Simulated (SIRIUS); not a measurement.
AlN in SIRIUS: convergence with gk cutoff

Input of the first run (gk cutoff 2.67 1/bohr); the others differ in this setting and in those tied to it:

sirius.json

```json
{
  "control": {
    "processing_unit": "cpu",
    "std_evp_solver_name": "lapack",
    "gen_evp_solver_name": "lapack",
    "verbosity": 2,
    "print_forces": true,
    "ortho_rf": true,
    "use_second_variation": true,
    "rmt_max": 3.0,
    "num_bands_to_print": 15,
    "save_wf": true
  },
  "parameters": {
    "electronic_structure_method": "full_potential_lapwlo",
    "xc_functionals": ["XC_GGA_X_PBE_SOL", "XC_GGA_C_PBE_SOL"],
    "core_relativity": "dirac",
    "valence_relativity": "iora",
    "num_fv_states": 15,
    "smearing": "fermi_dirac",
    "smearing_width": 0.0018374661,
    "pw_cutoff": 20,
    "gk_cutoff": 2.67,
    "lmax_apw": 10,
    "lmax_rho": 8,
    "lmax_pot": 8,
    "num_mag_dims": 0,
    "auto_rmt": 0,
    "ngridk": [10, 10, 10],
    "shiftk": [0, 0, 0],
    "num_dft_iter": 80,
    "energy_tol": 1e-07,
    "density_tol": 1e-05,
    "use_symmetry": true
  },
  "settings": {"tol_ne": 1e-10},
  "iterative_solver": {"type": "exact"},
  "mixer": {"type": "anderson", "beta": 0.5, "max_history": 8},
  "unit_cell": {
    "lattice_vectors": [[0.0, 4.1271496856, 4.1271496856], [4.1271496856, 0.0, 4.1271496856], [4.1271496856, 4.1271496856, 0.0]],
    "atom_types": ["Al", "N"],
    "atom_files": {"Al": "Al.json", "N": "N.json"},
    "atoms": {"Al": [[0.0, 0.0, 0.0]], "N": [[0.25, 0.25, 0.25]]}
  }
}
```

File Al.json:

```json
{
  "name": "aluminium",
  "symbol": "Al",
  "number": 13,
  "mass": 26.9815386,
  "rmin": 1e-06,
  "rmt": 2.07,
  "nrmt": 800,
  "rinf": 20.43,
  "core": "1s",
  "valence": [
    {"basis": [{"enu": 0.06, "dme": 0, "n": 0, "auto": 0}, {"enu": 0.06, "dme": 1, "n": 0, "auto": 0}]},
    {"l": 0, "n": 1, "basis": [{"enu": 0.1173, "dme": 0, "n": 0, "auto": 0}]},
    {"l": 1, "n": 2, "basis": [{"enu": 0.16, "dme": 0, "n": 0, "auto": 0}]},
    {"l": 2, "n": 3, "basis": [{"enu": 0.16, "dme": 0, "n": 0, "auto": 0}]},
    {"l": 3, "n": 4, "basis": [{"enu": 0.16, "dme": 0, "n": 0, "auto": 0}]}
  ],
  "lo": [
    {
      "l": 0,
      "basis": [{"enu": 0.1173, "dme": 0, "n": 0, "auto": 0}, {"enu": 0.1173, "dme": 1, "n": 0, "auto": 0}]
    },
    {
      "l": 0,
      "basis": [{"enu": -3.685, "dme": 0, "n": 2, "auto": 1}, {"enu": -3.685, "dme": 1, "n": 2, "auto": 1}]
    },
    {
      "l": 0,
      "basis": [{"enu": -3.685, "dme": 1, "n": 2, "auto": 1}, {"enu": 0.1173, "dme": 0, "n": 0, "auto": 0}]
    },
    {
      "l": 0,
      "basis": [{"enu": 0.1173, "dme": 0, "n": 0, "auto": 0}, {"enu": 3.8514, "dme": 0, "n": 0, "auto": 0}]
    },
    {"l": 1, "basis": [{"enu": 0.16, "dme": 0, "n": 0, "auto": 0}, {"enu": 0.16, "dme": 1, "n": 0, "auto": 0}]},
    {
      "l": 1,
      "basis": [{"enu": -2.2997, "dme": 0, "n": 2, "auto": 1}, {"enu": -2.2997, "dme": 1, "n": 2, "auto": 1}]
    },
    {
      "l": 1,
      "basis": [{"enu": -2.2997, "dme": 1, "n": 2, "auto": 1}, {"enu": 0.16, "dme": 0, "n": 0, "auto": 0}]
    },
    {"l": 1, "basis": [{"enu": 0.16, "dme": 0, "n": 0, "auto": 0}, {"enu": 4.4541, "dme": 0, "n": 0, "auto": 0}]},
    {"l": 2, "basis": [{"enu": 0.16, "dme": 0, "n": 0, "auto": 0}, {"enu": 0.16, "dme": 1, "n": 0, "auto": 0}]},
    {"l": 2, "basis": [{"enu": 0.16, "dme": 1, "n": 0, "auto": 0}, {"enu": 0.16, "dme": 2, "n": 0, "auto": 0}]},
    {"l": 2, "basis": [{"enu": 0.16, "dme": 0, "n": 0, "auto": 0}, {"enu": 3.8007, "dme": 0, "n": 0, "auto": 0}]},
    {"l": 3, "basis": [{"enu": 0.16, "dme": 0, "n": 0, "auto": 0}, {"enu": 0.16, "dme": 1, "n": 0, "auto": 0}]}
  ],
  "free_atom": [... radial grid and density of the free atom, the start of the SCF ...]
}
```

Contents of N.json:

```json
{
  "name": "nitrogen",
  "symbol": "N",
  "number": 7,
  "mass": 14.0067,
  "rmin": 1e-06,
  "rmt": 1.44,
  "nrmt": 800,
  "rinf": 13.03,
  "core": "1s",
  "valence": [
    {"basis": [{"enu": 0.06, "dme": 0, "n": 0, "auto": 0}, {"enu": 0.06, "dme": 1, "n": 0, "auto": 0}]},
    {"l": 0, "n": 1, "basis": [{"enu": 0.0048, "dme": 0, "n": 0, "auto": 0}]},
    {"l": 1, "n": 2, "basis": [{"enu": 0.16, "dme": 0, "n": 0, "auto": 0}]},
    {"l": 2, "n": 3, "basis": [{"enu": 0.16, "dme": 0, "n": 0, "auto": 0}]},
    {"l": 3, "n": 4, "basis": [{"enu": 0.16, "dme": 0, "n": 0, "auto": 0}]}
  ],
  "lo": [
    {
      "l": 0,
      "basis": [{"enu": 0.0048, "dme": 0, "n": 0, "auto": 0}, {"enu": 0.0048, "dme": 1, "n": 0, "auto": 0}]
    },
    {
      "l": 0,
      "basis": [{"enu": 0.0048, "dme": 1, "n": 0, "auto": 0}, {"enu": 0.0048, "dme": 2, "n": 0, "auto": 0}]
    },
    {
      "l": 0,
      "basis": [{"enu": 0.0048, "dme": 0, "n": 0, "auto": 0}, {"enu": 5.7918, "dme": 0, "n": 0, "auto": 0}]
    },
    {"l": 1, "basis": [{"enu": 0.16, "dme": 0, "n": 0, "auto": 0}, {"enu": 0.16, "dme": 1, "n": 0, "auto": 0}]},
    {"l": 1, "basis": [{"enu": 0.16, "dme": 1, "n": 0, "auto": 0}, {"enu": 0.16, "dme": 2, "n": 0, "auto": 0}]},
    {"l": 1, "basis": [{"enu": 0.16, "dme": 0, "n": 0, "auto": 0}, {"enu": 6.8151, "dme": 0, "n": 0, "auto": 0}]},
    {"l": 2, "basis": [{"enu": 0.16, "dme": 0, "n": 0, "auto": 0}, {"enu": 0.16, "dme": 1, "n": 0, "auto": 0}]},
    {"l": 2, "basis": [{"enu": 0.16, "dme": 1, "n": 0, "auto": 0}, {"enu": 0.16, "dme": 2, "n": 0, "auto": 0}]},
    {"l": 2, "basis": [{"enu": 0.16, "dme": 0, "n": 0, "auto": 0}, {"enu": 7.6831, "dme": 0, "n": 0, "auto": 0}]},
    {"l": 3, "basis": [{"enu": 0.16, "dme": 0, "n": 0, "auto": 0}, {"enu": 0.16, "dme": 1, "n": 0, "auto": 0}]}
  ],
  "free_atom": [... radial grid and density of the free atom, the start of the SCF ...]
}
```

The input sirius_start.json:

```json
{
  "control": {
    "processing_unit": "cpu",
    "std_evp_solver_name": "lapack",
    "gen_evp_solver_name": "lapack",
    "verbosity": 1,
    "print_forces": false,
    "ortho_rf": true,
    "use_second_variation": true,
    "rmt_max": 3.0,
    "num_bands_to_print": 15,
    "save_wf": false
  },
  "parameters": {
    "electronic_structure_method": "full_potential_lapwlo",
    "xc_functionals": ["XC_LDA_X", "XC_LDA_C_PW"],
    "core_relativity": "dirac",
    "valence_relativity": "iora",
    "num_fv_states": 15,
    "smearing": "fermi_dirac",
    "smearing_width": 0.0055123983,
    "pw_cutoff": 20,
    "gk_cutoff": 2.14,
    "lmax_apw": 10,
    "lmax_rho": 8,
    "lmax_pot": 8,
    "num_mag_dims": 0,
    "auto_rmt": 0,
    "ngridk": [4, 4, 4],
    "shiftk": [0, 0, 0],
    "num_dft_iter": 30,
    "energy_tol": 0.01,
    "density_tol": 0.05,
    "use_symmetry": true
  },
  "settings": {"tol_ne": 1e-10},
  "iterative_solver": {"type": "exact"},
  "mixer": {"type": "anderson", "beta": 0.5, "max_history": 8},
  "unit_cell": {
    "lattice_vectors": [[0.0, 4.1271496856, 4.1271496856], [4.1271496856, 0.0, 4.1271496856], [4.1271496856, 4.1271496856, 0.0]],
    "atom_types": ["Al", "N"],
    "atom_files": {"Al": "Al.json", "N": "N.json"},
    "atoms": {"Al": [[0.0, 0.0, 0.0]], "N": [[0.25, 0.25, 0.25]]}
  }
}
```

Potentials or basis: all-electron FP-LAPW, apw+lo standard.

Command:

```console
$ OMP_NUM_THREADS=1 sirius.scf --input=sirius_start.json --output=start.json
$ OMP_NUM_THREADS=1 sirius.scf --input=sirius.json --output=output.json --task=1
```

Measurements of this composition are mostly on another form, of space group No. 186.

Hardware: 1 thread of Arm Neoverse V2, on a shared host.

Problem. The values tried are 2.67 1/bohr, 3.16 1/bohr, 3.65 1/bohr, 4.13 1/bohr, 4.62 1/bohr, 5.1 1/bohr, 5.59 1/bohr, loosest first. From which on does the gap on the mesh stay within 0.01 eV of the tightest run that finished?

Solution. From 3.65 1/bohr on.

```
  gk cutoff  energy less the tightest run, at zero smearing (meV/atom)  gap on the mesh (eV)  SCF cycles  CPU time (s)  peak memory (GiB)
2.67 1/bohr                                                    1596.86                 3.323           8            17               0.32
3.16 1/bohr                                                     581.68                 3.132           8            20               0.33
3.65 1/bohr                                                     170.29                 3.190           7            22               0.35
4.13 1/bohr                                                      51.51                 3.199           7            27               0.39
4.62 1/bohr                                                      13.95                 3.197           7            44               0.49
 5.1 1/bohr                                                       3.06                 3.195           6            63               0.62
5.59 1/bohr                                                       0.00                 3.193           6           100               0.78
```

Not settled before the last step: the energy (to 1 meV/atom). The tightest run that finished is the yardstick and may itself not be fully converged.
